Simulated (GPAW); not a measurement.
# Pb (Im-3m) in GPAW: settings compared, part 2 of 2

GPAW 26.7.0. The steps go on from the part before.

## Step 5: Fermi surface, PBE

run.py

```python
import json
import numpy as np
from ase import Atoms
from ase.dft.bandgap import bandgap
from ase.io import write
from ase.units import GPa
from gpaw import GPAW, PW

atoms = Atoms(['Pb'],
              cell=[[-1.9796595667, 1.9796595667, 1.9796595667],
                    [1.9796595667, -1.9796595667, 1.9796595667],
                    [1.9796595667, 1.9796595667, -1.9796595667]],
              scaled_positions=[[0.0, 0.0, 0.0]],
              pbc=True)

calc = GPAW(mode=PW(600),
            xc='PBE',
            kpts={'size': (9, 9, 9), 'gamma': True},
            occupations={'name': 'fermi-dirac', 'width': 0.05},
            nbands=14,
            convergence={'density': 1e-05, 'energy': 1e-05},
            maxiter=150,
            txt='gpaw.txt')
atoms.calc = calc
energy = atoms.get_potential_energy()
forces = atoms.get_forces()
stress = atoms.get_stress()
calc.write('gs.gpw')
write('result.traj', atoms)
print(f'Energy: {energy:.6f} eV')
print('Forces (eV/A):')
print(forces.round(4))
print('Stress (GPa):', (stress / GPa).round(3))
print('Fermi level:', round(calc.get_fermi_level(), 4), 'eV')
print(f'Gap: {bandgap(calc)[0]:.4f} eV, direct: {bandgap(calc, direct=True)[0]:.4f} eV')

size = (14, 14, 14)
dense = calc.fixed_density(kpts={'size': size, 'gamma': True}, update_fermi_level=True,
                           convergence={'bands': 'CBM+2.0', 'eigenstates': 1e-7}, txt='dense.txt')
ef = dense.get_fermi_level()
index = np.round(dense.get_bz_k_points() * size).astype(int) % size
recip = 2 * np.pi * atoms.cell.reciprocal()
sheets = []
for s, e_kn in enumerate(dense.eigenvalues()):
    for n in range(e_kn.shape[1] - 2):
        if e_kn[:, n].min() < ef < e_kn[:, n].max():
            e = np.empty(size)
            e[tuple(index.T)] = e_kn[dense.get_bz_to_ibz_map(), n] - ef
            de = np.array([(np.roll(e, -1, c) - np.roll(e, 1, c)) * size[c] / 2 for c in range(3)])
            v = np.linalg.norm(np.einsum('vc,cxyz->vxyz', np.linalg.inv(recip), de), axis=0)
            w = np.exp(-(e / 0.1)**2) / (0.1 * np.pi**0.5)
            sheets.append({'spin': s, 'band': n, 'filled': (e < 0).mean(), 'dos': w.mean(), 'bottom': e.min(), 'top': e.max(),
                           'velocity': (w * v).sum() / w.sum() * 1.519267e5, 'slice': e[:, :, 0].round(3).tolist()})
            print(f'spin {s} band {n}: filled share {sheets[-1]["filled"]:.3f}, from {e.min():.3f} to {e.max():.3f} eV,',
                  f'{w.mean():.3f} states/eV, mean velocity {sheets[-1]["velocity"]:.3e} m/s')
print('Fermi level on the dense mesh:', round(ef, 4), 'eV,', len(sheets), 'sheets')
json.dump({'ef': ef, 'sheets': sheets}, open('fermi.json', 'w'))
```

Potentials or basis: GPAW PAW data sets (gpaw-data 1.2.1), pw.

On the command line:

```console
$ OMP_NUM_THREADS=1 python run.py
```

gpaw.txt:

```text
__  _  _
 | _ |_)|_||  |
 |__||  | ||/\| - 26.7.0

Input parameters:
  mode=PW(ecut=600.0),
  convergence={'density': 1e-05, 'energy': 1e-05},
  kpts=MonkhorstPack(size=(9, 9, 9), gamma=True),
  maxiter=150,
  nbands=14,
  occupations=Occupations(name='fermi-dirac', width=0.05),
  xc=XC(name='PBE')

Diagonalizing LCAO Hamiltonian
Converting LCAO to pw mode

       Pb

Atoms  # Å, Bohr magnetons
|   | symbol |        x |        y |        z |    initial magnetic moments |
|---|--------|----------|----------|----------|-----------------------------|
| 0 |     Pb | 0.000000 | 0.000000 | 0.000000 | ( 0.0000,  0.0000,  0.0000) |

Unit cell  # Å
| periodic |         x |         y |         z |  lengths |     angles |
|----------|-----------|-----------|-----------|----------|------------|
|      yes | -1.979660 |  1.979660 |  1.979660 | 3.428871 | 109.471221 |
|      yes |  1.979660 | -1.979660 |  1.979660 | 3.428871 | 109.471221 |
|      yes |  1.979660 |  1.979660 | -1.979660 | 3.428871 | 109.471221 |

Number of symmetries: 48
[... 173 lines left out ...]

Energy contributions:
  Kinetic:           7.893318
  Coulomb:          -7.992869
  Zero:              0.002323
  External:          0.000000
  Xc:               -3.657338
  Entropy:          -0.005152
  Spinorbit:         0.000000
  ----------------------------
  Free energy:      -3.759718
  Extrapolated:     -3.757142

dipole moment: (-8.354759, -8.354759, -8.354759)  # |e|*Ang

Fermi level: 7.391
Eigenvalues  # (at kpt = [0.000, 0.000, 0.000])
| band index |      eig [eV] | occ [0-2] |
|------------|---------------|-----------|
|          0 |        -9.764 |     2.000 |
|          1 |        -9.764 |     2.000 |
|          2 |        -9.764 |     2.000 |
|          3 |        -9.540 |     2.000 |
|          4 |        -9.540 |     2.000 |
|          5 |        -4.194 |     2.000 |
|          6 |        14.753 |     0.000 |
|          7 |        14.753 |     0.000 |
|          8 |        14.753 |     0.000 |
|          9 |        18.510 |     0.000 |
|         10 |        18.510 |     0.000 |
|         11 |        18.510 |     0.000 |
|         12 |        18.977 |     0.000 |
|         13 |        20.616 |     0.000 |

No gap
No difference between direct/indirect transitions

Forces  # eV/Ang
|       x |       y |       z |
|---------|---------|---------|
| 0.00000 | 0.00000 | 0.00000 |  # Pb   0

Stress tensor  # eV/Ang^3
|         x |         y |         z |
|-----------|-----------|-----------|
| -0.003256 |  0.000000 |  0.000000 |
|  0.000000 | -0.003256 | -0.000000 |
|  0.000000 | -0.000000 | -0.003256 |

# Writing to gs.gpw (mode='')
```

Wall time 17 s (1 thread of Arm Neoverse V2, shared host); peak memory 0.19 GiB.

What came out:

```yaml
Free_energy: -3.7597 eV
Pressure: 0.5 GPa
Band_gap_on_the_k_mesh: none (metal or under the smearing width)
```

## Step 6: Wannier functions, PBE

run.py

```python
import json
import numpy as np
from ase.dft.bandgap import bandgap
from ase.dft.wannier import Wannier
from ase.io import read, write
from ase.units import GPa
from gpaw import GPAW, PW

atoms = read('POSCAR')

calc = GPAW(mode=PW(600),
            xc='PBE',
            kpts={'size': (6, 6, 6), 'gamma': True},
            occupations={'name': 'fermi-dirac', 'width': 0.05},
            nbands=14,
            convergence={'density': 1e-05, 'energy': 1e-05},
            mixer={'backend': 'pulay'},
            maxiter=100,
            txt='gpaw.txt')
atoms.calc = calc
energy = atoms.get_potential_energy()
forces = atoms.get_forces()
stress = atoms.get_stress()
calc.write('gs.gpw')
write('result.traj', atoms)
print(f'Energy: {energy:.6f} eV')
print('Forces (eV/A):')
print(forces.round(4))
print('Stress (GPa):', (stress / GPa).round(3))
print('Fermi level:', round(calc.get_fermi_level(), 4), 'eV')
print(f'Gap: {bandgap(calc)[0]:.4f} eV, direct: {bandgap(calc, direct=True)[0]:.4f} eV')

nocc = int(round(calc.get_number_of_electrons() / 2))
full = calc.fixed_density(kpts={'size': (5, 5, 5), 'gamma': True}, symmetry='off', nbands=nocc + 6,
                          convergence={'bands': nocc}, txt='full.txt')
wan, values = None, []
for seed in range(6):  # several starts, since the search can end in a local maximum
    trial = Wannier(nwannier=nocc, calc=full, nbands=nocc, functional='var',
                    initialwannier='scdm' if seed == 0 else 'random', rng=np.random.RandomState(seed))
    trial.localize(tolerance=1e-6)
    values.append(trial.get_functional_value())
    print(f'start {seed}: functional {values[-1]:.5f}', flush=True)
    if values[-1] == max(values):
        wan = trial
wan.localize(step=0.1, tolerance=1e-8)
wan.translate_all_to_cell((0, 0, 0))
centres, spreads = wan.get_centers(), wan.get_spreads()
for x, s in zip(centres, spreads):
    d = np.linalg.norm(atoms.repeat(3).positions - atoms.cell.sum(0) - x, axis=1)
    print(x.round(4), f'spread {s:.4f} A^2, nearest {atoms[d.argmin() % len(atoms)].symbol} at {d.min():.3f} A')
onsite = wan.get_hopping((0, 0, 0)).diagonal().real
print('On-site energies:', onsite.round(4))
json.dump({'centres': centres.tolist(), 'spreads': spreads.tolist(), 'onsite': onsite.tolist(), 'values': values},
          open('wannier.json', 'w'))
```

POSCAR

```
Pb
1.0
   -1.9796595667      1.9796595667      1.9796595667
    1.9796595667     -1.9796595667      1.9796595667
    1.9796595667      1.9796595667     -1.9796595667
Pb
1
Direct
    0.0000000000      0.0000000000      0.0000000000
```

Potentials or basis: GPAW PAW data sets (gpaw-data 1.2.1), pw.

On the command line:

```console
$ OMP_NUM_THREADS=1 python run.py
```

gpaw.txt:

```text
__  _  _
 | _ |_)|_||  |
 |__||  | ||/\| - 26.7.0

Input parameters:
  mode=PW(ecut=600.0),
  convergence={'density': 1e-05, 'energy': 1e-05},
  kpts=MonkhorstPack(size=(6, 6, 6), gamma=True),
  maxiter=100,
  mixer=Pulay(name='pulay', nmaxold=16, beta=0.08, weight=20.0, sigma=0.015, g_ss=None),
  nbands=14,
  occupations=Occupations(name='fermi-dirac', width=0.05),
  xc=XC(name='PBE')

Diagonalizing LCAO Hamiltonian
Converting LCAO to pw mode

       Pb

Atoms  # Å, Bohr magnetons
|   | symbol |        x |        y |        z |    initial magnetic moments |
|---|--------|----------|----------|----------|-----------------------------|
| 0 |     Pb | 0.000000 | 0.000000 | 0.000000 | ( 0.0000,  0.0000,  0.0000) |

Unit cell  # Å
| periodic |         x |         y |         z |  lengths |     angles |
|----------|-----------|-----------|-----------|----------|------------|
|      yes | -1.979660 |  1.979660 |  1.979660 | 3.428871 | 109.471221 |
|      yes |  1.979660 | -1.979660 |  1.979660 | 3.428871 | 109.471221 |
|      yes |  1.979660 |  1.979660 | -1.979660 | 3.428871 | 109.471221 |

Number of symmetries: 48
Symmetry operations  # r_c * U_cc + t_c -> r_c
|    | kind |            matrix            |
|----|------|------------------------------|
|  0 |  σ   |  1, 1, 1,  0, 0,-1,  0,-1, 0 |
|  1 |  C4  |  1, 1, 1,  0, 0,-1, -1, 0, 0 |
|  2 |  C2  |  1, 1, 1,  0,-1, 0,  0, 0,-1 |
|  3 |  S6  |  1, 1, 1,  0,-1, 0, -1, 0, 0 |
|  4 |  S6  |  1, 1, 1, -1, 0, 0,  0, 0,-1 |
|  5 |  C4  |  1, 1, 1, -1, 0, 0,  0,-1, 0 |
|  6 |  E   |  1, 0, 0,  0, 1, 0,  0, 0, 1 |
|  7 |  σ   |  1, 0, 0,  0, 1, 0, -1,-1,-1 |
|  8 |  σ   |  1, 0, 0,  0, 0, 1,  0, 1, 0 |
|  9 |  C3  |  1, 0, 0,  0, 0, 1, -1,-1,-1 |
| 10 |  C3  |  1, 0, 0, -1,-1,-1,  0, 1, 0 |
| 11 |  σ   |  1, 0, 0, -1,-1,-1,  0, 0, 1 |
| 12 |  σ   |  0, 1, 0,  1, 0, 0,  0, 0, 1 |
| 13 |  C2  |  0, 1, 0,  1, 0, 0, -1,-1,-1 |
| 14 |  C3  |  0, 1, 0,  0, 0, 1,  1, 0, 0 |
| 15 |  S4  |  0, 1, 0,  0, 0, 1, -1,-1,-1 |
| 16 |  S4  |  0, 1, 0, -1,-1,-1,  1, 0, 0 |
| 17 |  C3  |  0, 1, 0, -1,-1,-1,  0, 0, 1 |
| 18 |  C3  |  0, 0, 1,  1, 0, 0,  0, 1, 0 |
| 19 |  S4  |  0, 0, 1,  1, 0, 0, -1,-1,-1 |
| 20 |  σ   |  0, 0, 1,  0, 1, 0,  1, 0, 0 |
| 21 |  C3  |  0, 0, 1,  0, 1, 0, -1,-1,-1 |
| 22 |  C2  |  0, 0, 1, -1,-1,-1,  1, 0, 0 |
| 23 |  S4  |  0, 0, 1, -1,-1,-1,  0, 1, 0 |
| 24 |  C4  |  0, 0,-1,  1, 1, 1,  0,-1, 0 |
| 25 |  σ   |  0, 0,-1,  1, 1, 1, -1, 0, 0 |
| 26 |  S6  |  0, 0,-1,  0,-1, 0,  1, 1, 1 |
| 27 |  C2  |  0, 0,-1,  0,-1, 0, -1, 0, 0 |
| 28 |  C4  |  0, 0,-1, -1, 0, 0,  1, 1, 1 |
| 29 |  S6  |  0, 0,-1, -1, 0, 0,  0,-1, 0 |
| 30 |  S6  |  0,-1, 0,  1, 1, 1,  0, 0,-1 |
| 31 |  C4  |  0,-1, 0,  1, 1, 1, -1, 0, 0 |
| 32 |  C4  |  0,-1, 0,  0, 0,-1,  1, 1, 1 |
| 33 |  S6  |  0,-1, 0,  0, 0,-1, -1, 0, 0 |
[... 81 lines left out ...]
    |    s |        |      15.243 |    1.259 |
    |    p |        |      23.705 |    1.275 |
    |    d |        |       6.001 |    1.217 |

    Using partial waves for Pb as LCAO basis

Reference energy: -567274.463364  # eV

eigensolver:
  PPCG
  Converge bands: occupied
  niter=2

density mixing:
  Pulay-Mixer
  Linear mixing parameters: 0.08
  Old densities: 16
  Fourier metric: weight=20.0, sigma=0.015

occupation numbers:
  Fermi-Dirac:
    width: 0.0500  # eV

poisson solver:
  ecut: 4800.0  # eV

xc functional:
  name: PBE with 2 nearest neighbor stencil

convergence criteria:
- Maximum integral of absolute [dens]ity change: 1e-05 electrons / valence electron
- Maximum [total energy] change in last 3 cyles: 1e-05 eV / valence electron
- Maximum integral of absolute [eigenst]ate change: 4e-08 eV^2 / valence electron
maximum number of iterations: 100

SCF iterations
|iter     | |      energy | eigst |  dens |
|---------|-|-------------|-------|-------|
|iter:   1| |   -3.794902 | -0.28 |       |
|iter:   2| |   -3.792986 | -2.30 | -1.76 |
|iter:   3| |   -3.781851 | -2.49 | -1.81 |
|iter:   4| |   -3.781844 | -4.58 | -2.22 |
|iter:   5| |   -3.782015 | -3.42 | -2.19 |
|iter:   6| |   -3.782051 | -5.30 | -3.25 |
|iter:   7| |   -3.782065c| -5.53 | -3.72 |
|iter:   8| |   -3.782065c| -7.32 | -4.39 |
|iter:   9| |   -3.782065c| -7.10 | -4.60 |
|iter:  10| |   -3.782065c| -7.72c| -4.84 |
|iter:  11| |   -3.782065c| -8.16c| -5.71c|

Converged in 11 steps
Energy contributions relative to reference atoms: (reference = -567274.463364)

Energy contributions:
  Kinetic:           8.028792
  Coulomb:          -8.145623
  Zero:              0.002933
  External:          0.000000
  Xc:               -3.666365
  Entropy:          -0.003604
  Spinorbit:         0.000000
  ----------------------------
  Free energy:      -3.783867
  Extrapolated:     -3.782065

dipole moment: (-8.355985, -8.355985, -8.355985)  # |e|*Ang

Fermi level: 7.248
Eigenvalues  # (at kpt = [0.000, 0.000, 0.000])
| band index |      eig [eV] | occ [0-2] |
|------------|---------------|-----------|
|          0 |        -9.760 |     2.000 |
|          1 |        -9.760 |     2.000 |
|          2 |        -9.760 |     2.000 |
|          3 |        -9.536 |     2.000 |
|          4 |        -9.536 |     2.000 |
|          5 |        -4.193 |     2.000 |
|          6 |        14.754 |     0.000 |
|          7 |        14.754 |     0.000 |
|          8 |        14.754 |     0.000 |
|          9 |        18.509 |     0.000 |
|         10 |        18.509 |     0.000 |
|         11 |        18.509 |     0.000 |
|         12 |        18.977 |     0.000 |
|         13 |        20.618 |     0.000 |

No gap
No difference between direct/indirect transitions

Forces  # eV/Ang
|        x |        y |        z |
|----------|----------|----------|
| -0.00000 | -0.00000 | -0.00000 |  # Pb   0

Stress tensor  # eV/Ang^3
|         x |         y |         z |
|-----------|-----------|-----------|
| -0.003805 | -0.000000 |  0.000000 |
| -0.000000 | -0.003805 |  0.000000 |
|  0.000000 |  0.000000 | -0.003805 |

# Writing to gs.gpw (mode='')
```

stdout:

```text
Energy: -3.782065 eV
Forces (eV/A):
[[-0. -0. -0.]]
Stress (GPa): [-0.61 -0.61 -0.61  0.    0.   -0.  ]
Fermi level: 7.2477 eV
Gap: 0.0000 eV, direct: 0.0000 eV
start 0: functional 15.24610
start 1: functional 15.26224
start 2: functional 15.28698
start 3: functional 15.26234
start 4: functional 15.27603
start 5: functional 15.25991
[1.9018 2.0264 1.8838] spread 2.7714 A^2, nearest Pb at 0.132 A
[ 1.9355  1.9651 -1.8765] spread 2.7239 A^2, nearest Pb at 0.113 A
[0.0505 0.0357 3.88  ] spread 2.7334 A^2, nearest Pb at 0.101 A
[ 1.975   1.9329 -1.9179] spread 2.6542 A^2, nearest Pb at 0.078 A
[ 0.0435  3.8491 -0.012 ] spread 2.7231 A^2, nearest Pb at 0.119 A
[-0.0254  0.1384  0.0381] spread 2.7526 A^2, nearest Pb at 0.146 A
[-1.926   1.9634  1.9339] spread 2.7036 A^2, nearest Pb at 0.072 A
On-site energies: [-6.4312 -5.8247 -6.307  -5.7401 -6.1438 -5.9869 -6.5634]
```

full.txt:

```text
Diagonalizing LCAO Hamiltonian
Converting LCAO to pw mode
convergence criteria:
- Maximum integral of absolute [eigenst]ate change: 4e-08 eV^2 / valence electron
maximum number of iterations: 100

SCF iterations
|iter     | |      energy | eigst |  dens |
|---------|-|-------------|-------|-------|
|iter:   1| |             | -0.21 |       |
|iter:   2| |             | -2.09 |       |
|iter:   3| |             | -3.44 |       |
|iter:   4| |             | -4.49 |       |
|iter:   5| |             | -5.58 |       |
|iter:   6| |             | -6.60 |       |
|iter:   7| |             | -7.48c|       |
SCF steps: 7
  __  _  _
 | _ |_)|_||  |
 |__||  | ||/\| - 26.7.0

Input parameters:
  mode=PW(ecut=600.0),
  convergence={'bands': 7},
  gpts=array([20, 20, 20]),
  kpts=MonkhorstPack(size=(5, 5, 5), gamma=True),
  maxiter=100,
  mixer=Pulay(name='pulay', nmaxold=16, beta=0.08, weight=20.0, sigma=0.015, g_ss=None),
  nbands=13,
  occupations=Occupations(name='fermi-dirac', width=0.05),
  symmetry=Symmetry(point_group=False, time_reversal=False),
  xc=XC(name='PBE')
```

It took 3.2 min on 1 thread of Arm Neoverse V2, shared host; peak memory 0.29 GiB.

What came out:

| Quantity | Value |
| --- | --- |
| Free energy | -3.7839 eV |
| Pressure | 0.6 GPa |
| Band gap on the k mesh | none (metal or under the smearing width) |
| Total Wannier spread | 19.06 Å² over 7 functions |

Wannier centres (Å) and spreads (Å²):
| function | x | y | z | spread |
| --- | --- | --- | --- | --- |
| 1 | 1.902 | 2.026 | 1.884 | 2.771 |
| 2 | 1.935 | 1.965 | -1.877 | 2.724 |
| 3 | 0.051 | 0.036 | 3.880 | 2.733 |
| 4 | 1.975 | 1.933 | -1.918 | 2.654 |
| 5 | 0.043 | 3.849 | -0.012 | 2.723 |
| 6 | -0.025 | 0.138 | 0.038 | 2.753 |
| 7 | -1.926 | 1.963 | 1.934 | 2.704 |

Caveat: the k mesh is coarse (spacing up to 0.37 Å⁻¹), so the values aren't converged; the Wannier bands cross the Fermi level.

## Step 7: The runs side by side

| task | level | potentials or basis | spin | cell | k mesh | mesh off Gamma | maxiter | band path | band points | spin axis theta (degrees) | other keys | mesh quality | gap on the mesh (eV) | pressure (GPa) | moment (μB) |
| --- | --- | --- | --- | --- | --- | --- | --- | --- | --- | --- | --- | --- | --- | --- | --- |
| band structure | LDA | the program's PAW data sets (release 1.2.1) made for this functional, pw | non-collinear, ferromagnetic start | as given | 3 × 3 × 3 | yes | 100 | GHNGPH,PN | 60 | - | several, not listed | coarse | - | - | 0.27 |
| band structure | r2SCAN | GPAW PAW data sets (gpaw-data 1.2.1), pw | collinear, ferromagnetic start | cell strained at random at fixed volume | 5 × 5 × 5 | - | 150 | XGY,LGZ,NGM,RG | 100 | - | - | coarse | - | 1.5 | 0.00 |
| band structure | optPBE-vdW | GPAW PAW data sets (gpaw-data 1.2.1), pw | collinear, ferromagnetic start, SOC | as given | 9 × 9 × 9 | - | 150 | GHNGPH,PN | 100 | 54.7 | - | not flagged | - | - | 0.00 |
| Fermi surface | PBE | GPAW PAW data sets (gpaw-data 1.2.1), pw | off | as given | 9 × 9 × 9 | - | 150 | - | - | - | - | not flagged | none | 0.5 | - |
| Wannier functions | PBE | GPAW PAW data sets (gpaw-data 1.2.1), pw | off | as given | 6 × 6 × 6 | - | 100 | - | - | - | several, not listed | coarse | none | 0.6 | - |

Alike in all rows: cutoff (eV) 600; smearing fermi-dirac 0.05 eV.

Caveats: some runs use coarse meshes; spin-orbit coupling is left out, which moves the levels of the heavy elements (some runs); the PAW data sets were made with another functional, which shifts forces and pressure a little (some runs); spin-orbit coupling was added after a scalar SCF, so levels and gaps hold it while energy, forces, pressure and moments don't (some runs); this program's spin-orbit splittings come out too wide for heavy elements (some runs); the Wannier bands cross the Fermi level (some runs).

Absolute energies hang on the potentials; compare differences alone.
